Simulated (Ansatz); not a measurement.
**Thickness series of a Zr/SiC/Zr junction**

Aim: the conductance of Zr/SiC/Zr junctions as the barrier thickens. Both electrodes are Zr hcp(0001); the barrier is SiC wurtzite(0001) (whole bilayers). In the first transport cell, after relaxation, the nearest pair of electrode and barrier is Zr–C at 2.49 Å, at a slant, at the lower face and Zr–Si at 2.81 Å, at a slant, at the upper one. All share a net of side 3.09 Å, which strains the lower electrode by -4.3 % and the barrier by +0.0 %, against typed lattice constants near PBE's. The first steps treat the bulk electrodes alone.

Calculated with Ansatz 0.2.0; PBE DFT, plane waves, PAW files, in the first sound run; inputs show where later runs differ.

## Step 1: The starting structure

The structure is hexagonal, space group P6_3/mmc (No. 194). Conventional cell: a = 3.090 Å, b = 3.090 Å, c = 5.327 Å, α = 90.00°, β = 90.00°, γ = 120.00°. Zr has 12 Zr at 3.09 to 3.21 Å nearest.

## Step 2: Layer spacing of the electrode

The electrode is held to the junction's net and relaxed along the normal; its spacing is used for the ideal lead layers.

Input file input.yaml:

```yaml
crystal:
  lattice:
    - [3.09, 0.0, 0.0]
    - [-1.545, 2.6760184977, 0.0]
    - [0.0, 0.0, 5.3268606811]
  atoms:
    - { symbol: Zr, position: [0.0, 0.0, 0.0] }
    - { symbol: Zr, position: [0.3333333333, 0.6666666667, 0.5] }
kpoints:
  mp_grid: { grid: [12, 12, 6] }
scf:
  occupations: { method: fermi_dirac, width: 0.1 }
  max_iter: 150
hamiltonian:
  xc: pbe
relax:
  f_tol: 0.01
  max_steps: 40
  cell: { fix: [a, b, angles] }
```

Command:

```sh
> ansatz run input.yaml --threads 4 --pin off --max-ram 12288MiB --backend cpu --events-out ev --progress --plain --runs-dir out
```

Numbers of over 12 decimals in the logs are rounded to 6 here.

What it wrote:

```text
Engine: ansatz 0.2.0, aarch64-unknown-linux-gnu
Pseudopotentials: kind: paw
Pseudopotential: Zr, paw, valence charge 12, recommended cutoff 420 eV (normal), Zr.paw.azcp
Functional definition: PBE
  parameter kappa = 0.804
  parameter beta = 0.066725
  exchange = pbe_x(kappa = kappa, mu = beta*pi^2/3)
  correlation = pbe_c(beta = beta)
Crystal: 2 atoms, lattice volume = 44.047 Å³
Basis set: ecut = 420 eV, 845 PW (Γ), exchange–correlation on 48×48×72 points (8 copies of the dense FFT grid, shifted against one another)
Bands: 16, of which v1, the nominal top of the filled ones, is band 12 counted from 1 (11 counted from 0)
Symmetry: 24 space group operations
Space group: P63/mmc (ITA 194), of the structure as read, at distance tolerance 3.5e-5 Å
k-points: 76 of 864
Non-local potential: Zr, projectors of the file, l = 0: 3, l = 1: 2, l = 2: 2, l = 3: 2
PAW form: soft (Blöchl's): semilocal exchange-correlation on the pseudo side does not see the compensation charge
PAW one-centre angular grid: Zr, 590 points (default); XC on 64 Gauss nodes
Initial density: superposition of atomic densities (neutral atoms: chi_scale 0, normalization atom), corrected by the library's trained network
Initial wavefunctions: pseudopotential atomic-orbital guess
Functional: x = pbe(κ = 0.804, μ = 0.219515), c = pbe(β = 0.066725)
SCF iter   1: F=—  HF=-8367.617645 eV  |F-HF|=—  |Δ(HF+E_count)|=         —  Δρ=2.58e-3  dr2=1.10e-3  ethr=1.77e-3  ⟨swp⟩=4.8  Hψ=5167  notcnv=0
preconditioner: auto → Kerker (q_TF=auto, 2.466 Å⁻¹)  [metal: Δε(μ)=0.015 eV  Ē_g=3.290 eV  σ=0.100 eV  W_gap=0.04  n_scr=10 (ndim 8)  ℏωp=15.8 eV  f_vac=0.000  D(μ)=2.38/eV (n_scr^D=22)]
SCF iter   2: F=—  HF=-8367.617013 eV  |F-HF|=—  |Δ(HF+E_count)|=   6.32e-4  Δρ=1.56e-3  dr2=4.65e-4  ethr=4.60e-6  ⟨swp⟩=2.7  Hψ=2681  notcnv=0
SCF iter   3: F=—  HF=-8367.617287 eV  |F-HF|=—  |Δ(HF+E_count)|=   2.74e-4  Δρ=3.01e-4  dr2=2.29e-5  ethr=1.94e-6  ⟨swp⟩=2.9  Hψ=2297  notcnv=0
SCF iter   4: F=—  HF=-8367.617308 eV  |F-HF|=—  |Δ(HF+E_count)|=   2.08e-5  Δρ=1.27e-4  dr2=4.56e-6  ethr=9.56e-8  ⟨swp⟩=2.4  Hψ=2070  notcnv=0
iter 5 did not close the SCF: its close was put off for the readings that it lacked (scf_convergence_deferred on its scf_iter line)
SCF iter   5: F=-8367.617307 eV  HF=-8367.617307 eV  |F-HF|=3.25e-9  |Δ(HF+E_count)|=   1.01e-6  Δρ=1.25e-5  dr2=4.75e-8  ethr=1.90e-8  ⟨swp⟩=2.0  Hψ=1942  notcnv=0
SCF iter   6: F=-8367.617307 eV  HF=-8367.617307 eV  |F-HF|=1.46e-9  |Δ(HF+E_count)|=   2.11e-9  Δρ=3.62e-6  dr2=3.26e-9  ethr=1.98e-10  ⟨swp⟩=2.0  Hψ=4007  notcnv=0
SCF 1 converged in 6 iterations: F = -8367.617307 eV  dr2 = 3.26e-9
  greatest PAW one-centre occupation: 0.996 electrons in one spin orbital (limit 2), on the Zr atom at site 1 (counted from 0), in its partial waves of l = 0
relax step   1: F+E_penalty+E_count = -8367.61730668 eV  Δ(F+E_penalty+E_count) = +0.000e0 eV  max|allowed force component| = 7.401e-17 eV/Å  Δτ_max = 0.0000 Å  P = +5.727 GPa  Ω = 44.047 Å³  fix = [a, b, alpha, beta, gamma]  reactions: a +7.442, b +7.442 GPa  (6 SCF iters, dr2 threshold 1.00e-7 eV, accepted)
Crystal: 2 atoms, lattice volume = 45.017 Å³
Basis set: ecut = 420 eV, 895 PW (Γ), exchange–correlation on 48×48×72 points (8 copies of the dense FFT grid, shifted against one another)
Initial density: handed on by an earlier stage of this run
Initial wavefunctions: those handed on with the density
iter 1 solved again at ethr=4.53e-6 eV; its pass at ethr=3.10e-3 eV (dr2=1.09e-3 eV) is discarded
SCF iter   1: F=—  HF=-8367.621614 eV  |F-HF|=—  |Δ(HF+E_count)|=         —  Δρ=1.47e-3  dr2=1.05e-3  ethr=4.53e-6  ⟨swp⟩=1.9  Hψ=8240  notcnv=0
preconditioner: auto → Kerker (q_TF=auto, 2.457 Å⁻¹)  [metal: Δε(μ)=0.021 eV  Ē_g=3.240 eV  σ=0.100 eV  W_gap=0.05  n_scr=10 (ndim 8)  ℏωp=15.7 eV  f_vac=0.000  D(μ)=2.41/eV (n_scr^D=22)]
SCF iter   2: F=—  HF=-8367.621444 eV  |F-HF|=—  |Δ(HF+E_count)|=   1.70e-4  Δρ=9.00e-4  dr2=4.13e-4  ethr=4.39e-6  ⟨swp⟩=1.0  Hψ=1216  notcnv=0
SCF iter   3: F=—  HF=-8367.621339 eV  |F-HF|=—  |Δ(HF+E_count)|=   1.05e-4  Δρ=9.84e-5  dr2=2.85e-6  ethr=1.72e-6  ⟨swp⟩=2.2  Hψ=1630  notcnv=0
SCF iter   4: F=—  HF=-8367.621389 eV  |F-HF|=—  |Δ(HF+E_count)|=   5.06e-5  Δρ=1.84e-5  dr2=7.44e-8  ethr=8.33e-10  ⟨swp⟩=4.0  Hψ=4385  notcnv=0
SCF iter   5: F=-8367.621389 eV  HF=-8367.621389 eV  |F-HF|=1.10e-9  |Δ(HF+E_count)|=   3.86e-8  Δρ=2.87e-6  dr2=2.12e-9  ethr=3.10e-10  ⟨swp⟩=2.0  Hψ=3803  notcnv=0
SCF 2 converged in 5 iterations: F = -8367.621389 eV  dr2 = 2.12e-9
relax step   2: F+E_penalty+E_count = -8367.62138915 eV  Δ(F+E_penalty+E_count) = -4.082e-3 eV  max|allowed force component| = 7.055e-17 eV/Å  Δτ_max = 0.0000 Å  P = +3.323 GPa  Ω = 45.017 Å³  energy of the carried Pulay correction = -1.189e-4 eV  fix = [a, b, alpha, beta, gamma]  reactions: a +5.392, b +5.392 GPa  (5 SCF iters, dr2 threshold 2.00e-7 eV, accepted)
Crystal: 2 atoms, lattice volume = 44.763 Å³
iter 1 solved again at ethr=2.11e-7 eV; its pass at ethr=3.10e-3 eV (dr2=5.06e-5 eV) is discarded
SCF iter   1: F=—  HF=-8367.622089 eV  |F-HF|=—  |Δ(HF+E_count)|=         —  Δρ=3.90e-4  dr2=7.29e-5  ethr=2.11e-7  ⟨swp⟩=2.5  Hψ=7714  notcnv=0
preconditioner: auto → Kerker (q_TF=auto, 2.459 Å⁻¹)  [metal: Δε(μ)=0.013 eV  Ē_g=3.256 eV  σ=0.100 eV  W_gap=0.03  n_scr=10 (ndim 8)  ℏωp=15.7 eV  f_vac=0.000  D(μ)=2.40/eV (n_scr^D=22)]
SCF iter   2: F=—  HF=-8367.622122 eV  |F-HF|=—  |Δ(HF+E_count)|=   3.34e-5  Δρ=2.37e-4  dr2=2.79e-5  ethr=2.11e-7  ⟨swp⟩=1.0  Hψ=1216  notcnv=0
SCF iter   3: F=—  HF=-8367.622115 eV  |F-HF|=—  |Δ(HF+E_count)|=   7.14e-6  Δρ=2.52e-5  dr2=2.47e-7  ethr=1.16e-7  ⟨swp⟩=2.1  Hψ=1574  notcnv=0
SCF iter   4: F=-8367.622115 eV  HF=-8367.622115 eV  |F-HF|=4.38e-9  |Δ(HF+E_count)|=   4.95e-8  Δρ=6.38e-6  dr2=7.32e-9  ethr=8.33e-10  ⟨swp⟩=3.9  Hψ=3827  notcnv=0
SCF 3 converged in 4 iterations: F = -8367.622115 eV  dr2 = 7.32e-9
relax step   3: F+E_penalty+E_count = -8367.62211501 eV  Δ(F+E_penalty+E_count) = -7.259e-4 eV  max|allowed force component| = 6.014e-17 eV/Å  Δτ_max = 0.0000 Å  P = +3.927 GPa  Ω = 44.763 Å³  energy of the carried Pulay correction = -8.792e-5 eV  fix = [a, b, alpha, beta, gamma]  reactions: a +5.917, b +5.917 GPa  (4 SCF iters, dr2 threshold 2.00e-7 eV, accepted)
[...]
relax step   4: F+E_penalty+E_count = -8367.62211996 eV  Δ(F+E_penalty+E_count) = -4.949e-6 eV  max|allowed force component| = 6.939e-17 eV/Å  Δτ_max = 0.0000 Å  P = +3.968 GPa  Ω = 44.746 Å³  energy of the carried Pulay correction = -8.585e-5 eV  fix = [a, b, alpha, beta, gamma]  reactions: a +5.952, b +5.952 GPa  (3 SCF iters, dr2 threshold 7.13e-9 eV, accepted)
Basis set: ecut = 420 eV, 895 PW (Γ), exchange–correlation on 48×48×80 points (8 copies of the dense FFT grid, shifted against one another)
Initial wavefunctions: pseudopotential atomic-orbital guess (no wavefunctions were taken with the density)
iter 1 solved again at ethr=5.99e-8 eV; its pass at ethr=3.10e-3 eV (dr2=1.44e-5 eV) is discarded
SCF iter   1: F=—  HF=-8367.622208 eV  |F-HF|=—  |Δ(HF+E_count)|=         —  Δρ=2.46e-5  dr2=2.90e-8  ethr=5.99e-8  ⟨swp⟩=3.7  Hψ=9119  notcnv=0
SCF iter   2: F=—  HF=-8367.622209 eV  |F-HF|=—  |Δ(HF+E_count)|=   1.00e-6  Δρ=1.27e-5  dr2=7.68e-9  ethr=1.21e-10  ⟨swp⟩=1.9  Hψ=1738  notcnv=0
SCF iter   3: F=—  HF=-8367.622209 eV  |F-HF|=—  |Δ(HF+E_count)|=   4.91e-8  Δρ=6.65e-7  dr2=8.59e-11  ethr=3.20e-11  ⟨swp⟩=2.6  Hψ=2253  notcnv=0
SCF iter   4: F=-8367.622209 eV  HF=-8367.622209 eV  |F-HF|=0.00e0  |Δ(HF+E_count)|=  3.09e-11  Δρ=1.40e-7  dr2=5.99e-12  ethr=1.00e-12  ⟨swp⟩=5.0  Hψ=4840  notcnv=0
SCF 5 converged in 4 iterations: F = -8367.622209 eV  dr2 = 5.99e-12
relax step   5: F+E_penalty+E_count = -8367.62220937 eV  Δ(F+E_penalty+E_count) = -8.941e-5 eV  max|allowed force component| = 6.476e-17 eV/Å  Δτ_max = 0.0000 Å  P = +3.969 GPa  Ω = 44.746 Å³  fix = [a, b, alpha, beta, gamma]  reactions: a +5.953, b +5.953 GPa  stress off target by 6.08e-4 GPa on what of the cell is left free  SCF on the basis re-selected at this cell (its energy is not comparable with the rows above)  (4 SCF iters)
basis re-selected at this cell: Δ(F+E_penalty+E_count) = -8.941e-5 eV, ΔP = +0.001 GPa vs the last step (what re-selecting the basis moved, of the pressure what is left beyond the Pulay correction that the steps carried, after the strain that the cell walked since its last selection, with what the two solves' SCF thresholds leave and, on support functions, any second-order correction that the steps lacked; it is no measure of the basis error at this ecutwfc). The dense FFT grid was sized anew with the basis: this SCF ran on 24×24×40 points, the steps before it on 24×24×36, so part of this shift can come from that change (see relax.cell in the input reference). [rest of the remark cut]
SCF converged after 4 iterations
Free energy (F): -8367.622209 eV
Harris-Foulkes:  -8367.622209 eV  (|F-HF|=0.00e0)
Internal energy: -8367.542299 eV  (E = F + TS)
E sigma→0 (E₀):  -8367.582254 eV
Entropy (-TS):   -0.079910 eV (-39.955 meV/atom)
Fermi energy:    14.582657 eV
--- Per-component energies (eV) ---
  E_band       = -176.390512
  E_kinetic    = 667.956407
  E_local      = -1220.092818  (includes V_loc(G=0)·N_el)
  E_nonlocal   = 161.741897
  E_hartree    = 378.991574
  E_xc         = -323.766700
  E_vxc        = -382.495978  (∫ρ·V_xc dr)
  E_paw        = -5908.541366  (= ΣΔE_a)
  E_vpaw       = -161.483236  (= ΣTr[D̂ρ^β])
  E_aug_tail   = 0.000049  (compensation charges beyond the density's cutoff)
  E_ewald      = -2123.831344
  E_smearing   = -0.079910  (= −TS)
  E_closure    = -0.000000  (closes the sum)
  Σ components = -8367.622209   (vs F -8367.622209, Δ=0.00e0)
--- Forces (eV/Å), atoms counted from 1 ---
  atom   1  Zr    -0.00000000    -0.00000000     0.00000000
  atom   2  Zr     0.00000000     0.00000000     0.00000000
  max |Σ_I F_I| component: 0.00e0 eV/Å
--- Stress (GPa, compression-positive) ---
        5.952519       0.000000       0.000000
        0.000000       5.952519       0.000000
        0.000000       0.000000       0.000608
  P = ⅓ Tr σ = 3.9685 GPa (39.685 kbar)
--- Relaxed structure (4 steps of the walk, 4 accepted, 1 SCFs on fresh bases) ---
  F+E_penalty+E_count = -8367.62220937 eV   max|allowed force component| = 6.476e-17 eV/Å   (the final SCF, on the basis selected at the relaxed cell)
  cell:  # Å, volume = 44.7458 Å³
    - [3.090000, 0, 0.0]
    - [-1.545000, 2.676018, 0.0]
    - [0.0, 0.0, 5.411338]
  atoms:
    - { symbol: Zr, position: [9.25185853962003e-18, -5.08852219630634e-17, 0.0] }
    - { symbol: Zr, position: [0.333333, 0.666667, 0.500000] }
```

Elapsed: 3.9 s, on 4 threads of Arm Neoverse V1, shared host; peak memory 0.37 GiB; 13 s of CPU time.

The steps of the relaxation:

| step | energy less that of the first step (eV) | largest force component (eV/Å) | pressure (GPa) | volume (Å³) |
| --- | --- | --- | --- | --- |
| 1 | 0.0000 | 0.0000 | 5.73 | 44.05 |
| 2 | -0.0041 | 0.0000 | 3.32 | 45.02 |
| 3 | -0.0048 | 0.0000 | 3.93 | 44.76 |
| 4 | -0.0048 | 0.0000 | 3.97 | 44.75 |
| 5* | -0.0049 | 0.0000 | 3.97 | 44.75 |

Relaxation steps marked * repeat the geometry before them on a plane-wave basis chosen anew for their cell, so energy and pressure can jump there.

Forces are held to the 24 operations that the run works with; a distortion that breaks them can't arise in this run.

```csv
"conventional cell, symmetrised",before,after,change
a (Å),3.090,3.090,+0.0 %
b (Å),3.090,3.090,+0.0 %
c (Å),5.327,5.411,+1.6 %
volume (Å³/atom),22.02,22.37,+1.6 %
```

Final coordinates:

```cif
data_structure
_symmetry_space_group_name_H-M 'P 1'
_symmetry_Int_Tables_number 1
_cell_length_a 3.0900
_cell_length_b 3.0900
_cell_length_c 5.4113
_cell_angle_alpha 90.000
_cell_angle_beta 90.000
_cell_angle_gamma 120.000
_cell_volume 44.75
loop_
_atom_site_label
_atom_site_type_symbol
_atom_site_fract_x
_atom_site_fract_y
_atom_site_fract_z
_atom_site_occupancy
Zr1 Zr 0.00000 0.00000 0.00000 1
Zr2 Zr 0.33333 0.66667 0.50000 1
```

Numbers from this step:

```yaml
free_energy: -8367.6222 eV
fermi_energy: 14.58 eV
pressure: 3.969 GPa
```

[end of part 1 of 6]

[Logs are printed without paths, hosts, clocks, repeated set-up lines and the standing remarks that a program may print on its own settings, such as how far it seeks lower states.]

[Hosts, paths, dates, database ids (printed as entryN), source tags and the programs' standing remarks are cut or masked in the printed files.]
